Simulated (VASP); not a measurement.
# CsSnBr3 (Pm-3m) in VASP: further runs

Runs on CsSnBr3. Level: PBEsol. Tasks: relaxation of cell and atoms.

All numbers are computed with VASP 6.6.1; they aren't measurements. Logs are shortened: lines on timing, memory, paths and dates and some standing lists are left out, and cuts for length are marked.

### Step 1. Starting point

It takes space group Pm-3m (No. 221, cubic). The conventional cell has a = 5.839 Å, b = 5.839 Å, c = 5.839 Å, α = 90.00°, β = 90.00°, γ = 90.00°. Cs (site symmetry m-3m) is surrounded by 12 Br at 4.13 Å. Sn (site symmetry m-3m) has 6 Br at 2.92 Å as nearest neighbours. Around Br (site symmetry 4/mmm) lie 2 Sn at 2.92 Å.

The cell is a database's computed one.

### Step 2. Relaxation of cell and atoms, PBEsol

Contents of INCAR:

```
SYSTEM = CsSnBr3
  PREC = Accurate
  ENCUT = 600
  EDIFF = 1E-6
  ISMEAR = 0
  SIGMA = 0.03
  LREAL = .FALSE.
  LASPH = .TRUE.
  NELM = 80
  ALGO = Normal
  ISIF = 3
  LWAVE = .FALSE.
  LCHARG = .FALSE.
  GGA = PS
  IBRION = 2
  NSW = 90
  EDIFFG = -0.01
  KPAR = 4
```

Contents of KPOINTS:

```
Automatic mesh
0
G
  6 6 6
  0 0 0
```

Contents of POSCAR:

```
CsSnBr3
1.0
    5.8390056100      0.0000000000      0.0000000000
    0.0000000000      5.8390056100      0.0000000000
    0.0000000000      0.0000000000      5.8390056100
Cs Sn Br
1 1 3
Direct
    0.0000000000      0.0000000000      0.0000000000
    0.5000000000      0.5000000000      0.5000000000
    0.5000000000      0.0000000000      0.5000000000
    0.5000000000      0.5000000000      0.0000000000
    0.0000000000      0.5000000000      0.5000000000
```

Potentials or basis: VASP PAW PBE potentials, release 64 (Cs_sv, Sn_d, Br).

Command:

```
$ cat potpaw_PBE.64/Cs_sv/POTCAR potpaw_PBE.64/Sn_d/POTCAR potpaw_PBE.64/Br/POTCAR > POTCAR
$ mpirun -np 4 vasp_std > vasp.out
```

OUTCAR:

```text
SYSTEM = CsSnBr3
   PREC = Accurate
   ENCUT = 600
   EDIFF = 1E-6
   ISMEAR = 0
   LREAL = .FALSE.
   LASPH = .TRUE.
   NELM = 80
   ISIF = 3
   GGA = PS
   IBRION = 2
   NSW = 90
   EDIFFG = -0.01

 ion  position               nearest neighbor table
   1  0.000  0.000  0.000-
   2  0.500  0.500  0.500-   3 2.92   4 2.92   5 2.92   4 2.92   3 2.92   5 2.92
   3  0.500  0.000  0.500-   2 2.92   2 2.92
   4  0.500  0.500  0.000-   2 2.92   2 2.92
   5  0.000  0.500  0.500-   2 2.92   2 2.92

  LATTYP: Found a simple cubic cell.
 ALAT       =     5.8390056100

  Lattice vectors:

 A1 = (   5.8390056100,   0.0000000000,   0.0000000000)
 A2 = (   0.0000000000,   5.8390056100,   0.0000000000)
 A3 = (   0.0000000000,   0.0000000000,   5.8390056100)

Analysis of symmetry for initial positions (statically):
=====================================================================
 Subroutine PRICEL returns:
 Original cell was already a primitive cell.

 Routine SETGRP: Setting up the symmetry group for a
 simple cubic supercell.

 Subroutine GETGRP returns: Found 48 space group operations
 (whereof 48 operations were pure point group operations)
 out of a pool of 48 trial point group operations.

The static configuration has the point symmetry O_h .

Analysis of symmetry for dynamics (positions and initial velocities):
=====================================================================
 Subroutine PRICEL returns:
 Original cell was already a primitive cell.

 Routine SETGRP: Setting up the symmetry group for a
 simple cubic supercell.

 Subroutine GETGRP returns: Found 48 space group operations
 (whereof 48 operations were pure point group operations)
 out of a pool of 48 trial point group operations.

The dynamic configuration has the point symmetry O_h .

 Subroutine INISYM returns: Found 48 space group operations
 (whereof 48 operations are pure point group operations),
 and found     1 'primitive' translations

----------------------------------------------------------------------------------------

                                     Primitive cell

  volume of cell :     199.0750

  direct lattice vectors                    reciprocal lattice vectors
     5.839005610  0.000000000  0.000000000     0.171262038  0.000000000  0.000000000
     0.000000000  5.839005610  0.000000000     0.000000000  0.171262038  0.000000000
     0.000000000  0.000000000  5.839005610     0.000000000  0.000000000  0.171262038

  length of vectors
     5.839005610  5.839005610  5.839005610     0.171262038  0.171262038  0.171262038

  position of ions in fractional coordinates (direct lattice)
     0.000000000  0.000000000  0.000000000
     0.500000000  0.500000000  0.500000000
     0.500000000  0.000000000  0.500000000
     0.500000000  0.500000000  0.000000000
     0.000000000  0.500000000  0.500000000

  ion indices of the primitive-cell ions
   primitive index   ion index
                 1           1
                 2           2
                 3           3
                 4           4
                 5           5

----------------------------------------------------------------------------------------

 KPOINTS: Automatic mesh

Automatic generation of k-mesh.
 Grid dimensions read from file:
 generate k-points for:    6    6    6

 Generating k-lattice:

  Cartesian coordinates                     Fractional coordinates (reciprocal lattice)
     0.028543673  0.000000000  0.000000000     0.166666667  0.000000000  0.000000000
     0.000000000  0.028543673  0.000000000     0.000000000  0.166666667  0.000000000
     0.000000000  0.000000000  0.028543673     0.000000000  0.000000000  0.166666667

  Length of vectors
     0.028543673  0.028543673  0.028543673

  Shift w.r.t. Gamma in fractional coordinates (k-lattice)
     0.000000000  0.000000000  0.000000000

 Subroutine IBZKPT returns following result:
 ===========================================

 Found     20 irreducible k-points:

 Following reciprocal coordinates:
            Coordinates               Weight
  0.000000  0.000000  0.000000      1.000000
  0.166667  0.000000  0.000000      6.000000
  0.333333  0.000000  0.000000      6.000000
  0.500000  0.000000  0.000000      3.000000
  0.166667  0.166667  0.000000     12.000000
  0.333333  0.166667  0.000000     24.000000
[... 12 lines left out ...]
  0.500000  0.500000  0.333333      6.000000
  0.500000  0.500000  0.500000      1.000000
   k-points           NKPTS =     20   k-points in BZ     NKDIM =     20   number of bands    NBANDS=     26
   number of dos      NEDOS =    301   number of ions     NIONS =      5
   total plane-waves  NPLWV = 110592
   dimension x,y,z NGX =    48 NGY =   48 NGZ =   48
   dimension x,y,z NGXF=    96 NGYF=   96 NGZF=   96
   ions per type =               1   1   3
   NGX,Y,Z   is equivalent  to a cutoff of  13.67, 13.67, 13.67 a.u.
   NGXF,Y,Z  is equivalent  to a cutoff of  27.33, 27.33, 27.33 a.u.
 SYSTEM =  CsSnBr3
   PREC   = accura    normal or accurate (medium, high low for compatibility)
   ISTART =      0    job   : 0-new  1-cont  2-samecut
   ICHARG =      2    charge: 1-file 2-atom 10-const
   ISPIN  =      1    spin polarized calculation?
   LNONCOLLINEAR =      F non collinear calculations
   LSORBIT =      F    spin-orbit coupling
   LASPH  =      T    aspherical Exc in radial PAW
   ENCUT  =  600.0 eV  44.10 Ry    6.64 a.u.  11.66 11.66 11.66*2*pi/ulx,y,z
   NELM   =     80;   NELMIN=  2; NELMDL= -5     # of ELM steps
   EDIFF  = 0.1E-05   stopping-criterion for ELM
   LREAL  =      F    real-space projection
   EDIFFG = -.1E-01   stopping-criterion for IOM
   NSW    =     90    number of steps for IOM
   IBRION =      2    ionic relax: 0-MD 1-quasi-New 2-CG
   NFREE  =      1    steps in history (QN), initial steepest desc. (CG)
   ISIF   =      3    stress and relaxation
   ISYM   =      2    0-nonsym 1-usesym 2-fastsym
   POTIM  = 0.5000    time-step for ionic-motion
   TEBEG  =    0.0;   TEEND  =   0.0 temperature during run
   PSTRESS=    0.0 pullay stress
   NELECT =      44.0000    total number of electrons
   NUPDOWN=      -1.0000    fix difference up-down
   EMIN   =  10.00;   EMAX   =-10.00  energy-range for DOS
   EFERMI =   0.00;   METHOD = LEGACY
   ISMEAR =     0;   SIGMA  =   0.03  broadening in eV -4-tet -1-fermi 0-gaus
   EFERMI_NEDOS =   21; number of points for ismear=-14 and -15
   IALGO  =     38    algorithm
   IMIX   =      4    mixing-type and parameters
     AMIX     =   0.40;   BMIX     =  1.00
     AMIX_MAG =   1.60;   BMIX_MAG =  1.00
  volume/ion in A,a.u.               =      39.81       268.68
  Fermi-wavevector in a.u.,A,eV,Ry     =   0.989814  1.870477 13.330054  0.979731
  Thomas-Fermi vector in A             =   2.121439
   LORBIT       =      0    0 simple, 1 ext, 2 COOP (PROOUT), +10 PAW based schemes
   GGA     = PS    functional components
   LHFCALC =     F    Hartree Fock is set to
   AEXX    =    0.0000 exact exchange contribution
   IVDW    =     0    specifies the selected vdW correction
   LEPSILON=     F    determine dielectric tensor
   LRPA    =     F    only Hartree local field effects (RPA)
 conjugate gradient relaxation of ions
 non-spin polarized calculation
 Gauss-broadening in eV      SIGMA  =   0.03
  energy-cutoff  :      600.00
  volume of cell :      199.07
 maximum number of plane-waves:      6704
 NGX is ok and might be reduce to    48
   NGX = 23   NGY = 23   NGZ = 23

--------------------------------------- Ionic step        1  -------------------------------------------

 number of electron      44.0000008 magnetization

 Free energy of the ion-electron system (eV)
  ---------------------------------------------------
  ext. energy  EPLUGINS =         0.00000000
  ---------------------------------------------------
  free energy    TOTEN  =       -16.79119746 eV

  energy without entropy =      -16.79119746  energy(sigma->0) =      -16.79119746

------------------------ aborting loop because EDIFF is reached ----------------------------------------

  FORCE on cell =-STRESS in cart. coord.  units (eV):
  Direction    XX          YY          ZZ          XY          YZ          ZX
  --------------------------------------------------------------------------------------
  -------------------------------------------------------------------------------------
  Total       -0.9627056     -0.9627056     -0.9627056     -0.0000000     -0.0000000      0.0000000
  in kB       -7.7479603     -7.7479603     -7.7479603     -0.0000000     -0.0000000      0.0000000
  external PRESSURE =      -7.7479603 kB  Pullay stress =       0.0000000 kB

 VOLUME and BASIS-vectors are now :
 -----------------------------------------------------------------------------
  energy-cutoff  :      600.00
  volume of cell :      199.07
      direct lattice vectors                 reciprocal lattice vectors
     5.839005610  0.000000000  0.000000000     0.171262038  0.000000000  0.000000000
     0.000000000  5.839005610  0.000000000     0.000000000  0.171262038  0.000000000
     0.000000000  0.000000000  5.839005610     0.000000000  0.000000000  0.171262038
[... 40 lines left out ...]
 POSITION                                       TOTAL-FORCE (eV/Angst)
 -----------------------------------------------------------------------------------
      0.00000      0.00000      0.00000        -0.000000      0.000000      0.000000
      2.89238      2.89238      2.89238         0.000000     -0.000000      0.000000
      2.89238     -0.00000      2.89238        -0.000000      0.000000      0.000000
      2.89238      2.89238      0.00000        -0.000000      0.000000      0.000000
     -0.00000      2.89238      2.89238        -0.000000      0.000000      0.000000
 -----------------------------------------------------------------------------------
    total drift:                                0.000000     -0.000000     -0.000000

  FREE ENERGIE OF THE ION-ELECTRON SYSTEM (eV)
  ---------------------------------------------------
  free  energy   TOTEN  =       -16.8080700520 eV

  energy  without entropy=      -16.8080700520  energy(sigma->0) =      -16.80807005

--------------------------------------- Ionic step        3  -------------------------------------------

 number of electron      44.0000011 magnetization

 Free energy of the ion-electron system (eV)
  ---------------------------------------------------
  ext. energy  EPLUGINS =         0.00000000
  ---------------------------------------------------
  free energy    TOTEN  =       -16.80917534 eV

  energy without entropy =      -16.80917534  energy(sigma->0) =      -16.80917534

 E-fermi :   2.6385     XC(G=0):  -7.9952

 val. band max:        2.5287013272   @ k =   0.5000   0.5000   0.5000
 cond. band min:       2.7526256669   @ k =   0.5000   0.5000   0.5000
 fundamental gap:      0.2239243396
 Fermi energy:         2.6384789376

 k-point     1 :       0.0000    0.0000    0.0000
  band No.  band energies     occupation
      1     -19.9088      2.00000
      2     -19.7184      2.00000
      3     -19.7184      2.00000
      4     -19.6812      2.00000
      5     -19.6812      2.00000
      6     -19.6812      2.00000
[... 18 lines left out ...]
     25       5.4446      0.00000
     26       6.0888      0.00000
[... 571 lines left out ...]
 POSITION                                       TOTAL-FORCE (eV/Angst)
 -----------------------------------------------------------------------------------
      0.00000      0.00000      0.00000        -0.000000      0.000000      0.000000
      2.88441      2.88441      2.88441         0.000000     -0.000000      0.000000
      2.88441     -0.00000      2.88441        -0.000000      0.000000      0.000000
      2.88441      2.88441      0.00000        -0.000000      0.000000      0.000000
     -0.00000      2.88441      2.88441        -0.000000      0.000000      0.000000
 -----------------------------------------------------------------------------------
    total drift:                                0.000000     -0.000000     -0.000000

  FREE ENERGIE OF THE ION-ELECTRON SYSTEM (eV)
  ---------------------------------------------------
  free  energy   TOTEN  =       -16.8091753403 eV

  energy  without entropy=      -16.8091753400  energy(sigma->0) =      -16.80917534

 reached required accuracy - stopping structural energy minimisation
```

Run time: 65 s. Hardware: 4 MPI ranks of Intel Xeon 6975P-C (Granite Rapids), shared host; peak memory 0.42 GiB.

What came out:

* Free energy: -16.8092 eV
* Relaxed volume: 38.40 Å³/atom
* Relaxed cell: a = 5.769 Å, b = 5.769 Å, c = 5.769 Å, α = 90.00°, β = 90.00°, γ = 90.00°
* Space group after relaxing (to 0.05 Å): Pm-3m (No. 221)
* Energy gained by relaxing: 3.6 meV/atom
* Ionic steps: 3
* Pressure after relaxing: 0.0 GPa
* Band gap on the k mesh: 0.22 eV, direct

Step by step:
| step | energy change (eV) | largest force (eV/Å) | pressure (GPa) | volume (Å³) |
| --- | --- | --- | --- | --- |
| 1 | 0.0000 | 0.0000 | -0.77 | 199.07 |
| 2 | -0.0169 | 0.0000 | -0.19 | 193.58 |
| 3 | -0.0180 | 0.0000 | -0.02 | 191.98 |

Final structure:
```
Cs Sn Br
1.0
     5.76883    0.00000    0.00000
     0.00000    5.76883    0.00000
     0.00000    0.00000    5.76883
Cs Sn Br
1 1 3
Direct
  0.00000 0.00000 0.00000
  0.50000 0.50000 0.50000
  0.50000 0.00000 0.50000
  0.50000 0.50000 0.00000
  0.00000 0.50000 0.50000
```

Levels at points of the mesh, in eV from the valence-band top:
| k point | band 20 | band 21 | band 22 | band 23 | band 24 | band 25 |
| --- | --- | --- | --- | --- | --- | --- |
| (0.00, 0.00, 0.00) | -3.14 | -3.14 | -3.14 | 1.89 | 2.92 | 2.92 |
| (0.50, 0.00, 0.00) | -3.28 | -3.28 | -2.14 | 1.30 | 3.40 | 4.00 |
| (0.50, 0.50, 0.00) | -3.58 | -2.77 | -1.05 | 0.80 | 0.80 | 3.80 |
| (0.50, 0.50, 0.50) | -2.76 | -2.76 | 0.00 | 0.22 | 0.22 | 0.22 |

Caveat: the PAW data sets were made with another functional, which shifts forces and pressure a little; spin-orbit coupling is left out, which moves the levels of the heavy elements.

### Step 3. Relaxation of cell and atoms, PBEsol

This run uses another cell than the first one, of 38.40 Å³/atom, 0.964 times its volume.

Edit INCAR of step 2 so:

```diff
@@ -3,3 +3,3 @@
   ENCUT = 600
-  EDIFF = 1E-6
+  EDIFF = 1E-7
   ISMEAR = 0
@@ -16,3 +16,3 @@
   NSW = 90
-  EDIFFG = -0.01
+  EDIFFG = -0.005
   KPAR = 4
```

KPOINTS is that of step 2.

Contents of POSCAR:

```
CsSnBr3                                 
1.0
    5.7688252744     -0.0000000000      0.0000000000
   -0.0000000000      5.7688252744      0.0000000000
   -0.0000000000     -0.0000000000      5.7688252744
  Cs              Sn              Br            
     1     1     3
Direct
     0.0000000000000000    0.0000000000000000    0.0000000000000000
     0.5000000000000000    0.5000000000000000    0.5000000000000000
     0.5000000000000000    0.0000000000000000    0.5000000000000000
     0.5000000000000000    0.5000000000000000    0.0000000000000000
     0.0000000000000000    0.5000000000000000    0.5000000000000000
```

Potentials or basis: VASP PAW PBE potentials, release 64 (Cs_sv, Sn_d, Br).

Command:

```
$ cat potpaw_PBE.64/Cs_sv/POTCAR potpaw_PBE.64/Sn_d/POTCAR potpaw_PBE.64/Br/POTCAR > POTCAR
$ mpirun -np 4 vasp_std > vasp.out
```

Run time: 34 s. Hardware: 4 MPI ranks of Intel Xeon 6975P-C (Granite Rapids), shared host; peak memory 0.39 GiB.

It converged, with:

- Free energy: -16.8088 eV
- Pressure after relaxing: 0.0 GPa
- Band gap on the k mesh: 0.22 eV, direct

Final structure:
```
Cs Sn Br
1.0
     5.76883    0.00000    0.00000
     0.00000    5.76883    0.00000
     0.00000    0.00000    5.76883
Cs Sn Br
1 1 3
Direct
  0.00000 0.00000 0.00000
  0.50000 0.50000 0.50000
  0.50000 0.00000 0.50000
  0.50000 0.50000 0.00000
  0.00000 0.50000 0.50000
```

Levels at points of the mesh, in eV from the valence-band top:
```
           k point  band 18  band 19  band 20  band 21  band 22  band 23  band 24  band 25  band 26
(0.00, 0.00, 0.00)    -3.30    -3.30    -3.14    -3.14    -3.14     1.89     2.92     2.92     3.56
(0.50, 0.00, 0.00)    -3.49    -3.45    -3.28    -3.28    -2.14     1.30     3.40     4.00     4.04
(0.50, 0.50, 0.00)    -3.58    -3.58    -3.58    -2.77    -1.05     0.80     0.80     3.80     4.12
(0.50, 0.50, 0.50)    -3.57    -2.76    -2.76    -2.76     0.00     0.22     0.22     0.22     3.39
```

Caveat: the relaxation stopped at its first step, so nothing moved; the PAW data sets were made with another functional, which shifts forces and pressure a little; spin-orbit coupling is left out, which moves the levels of the heavy elements. PBEsol gaps usually lie below the measured ones, often by a third to a half.
